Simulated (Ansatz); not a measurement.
EuS:

```xyz
2
Lattice="0.0000 2.9785 2.9785 2.9785 0.0000 2.9785 2.9785 2.9785 0.0000" Properties=species:S:1:pos:R:3 pbc="T T T"
Eu    0.0000    0.0000    0.0000
S     2.9785    2.9785    2.9785
```

| Quantity | Value |
| --- | --- |
| Program | Ansatz 0.2.0 |
| Task | relaxation of cell and atoms |
| Functional | PBEsol |
| Potentials or basis | Ansatz PAW |
| Cutoff | 420 eV (not typed: the program's choice for these potentials) |
| k mesh | 8 × 8 × 8 |
| Occupations | fermi-dirac, width 0.05 eV |
| Spin | collinear spin, ferromagnetic start |
| Starting moments | [7.0, 0.0] μB |

At the start: volume 26.42 Å³/atom.

Where does the relaxation end?

It ends after 5 steps and the volume is 23.49 Å³/atom (-11.1 %); space group Fm-3m (No. 225, to 0.05 Å); moment 6.92 μB per cell.

Step by step:
```
step  energy change (eV)  largest force (eV/Å)  volume (Å³)
   1              0.0000                0.0000        52.85
   2             -0.1054                0.0000        45.49
   3             -0.1132                0.0000        47.26
   4             -0.1137                0.0000        46.97
   5             -0.1117                0.0000        46.97
```

Final structure:
```
Eu S
1.0
     0.00000    2.86377    2.86377
     2.86377    0.00000    2.86377
     2.86377    2.86377    0.00000
Eu S
1 1
Direct
  0.00000 0.00000 0.00000
  0.50000 0.50000 0.50000
```

Caveat: the plane-wave basis is chosen anew once the cell has moved, so the energies of steps on either side of that aren't comparable; the volume moved by -11 % from the deposited cell, more than functionals usually miss; a cell with one magnetic atom can't hold antiferromagnetic order, which such compounds often take; without U or exact exchange the open f shell lies at the Fermi level, which spoils levels, moments and volumes; the PAW data sets come from PBE, with cores solved anew for the run's functional, which leaves a small shift of forces and pressure.
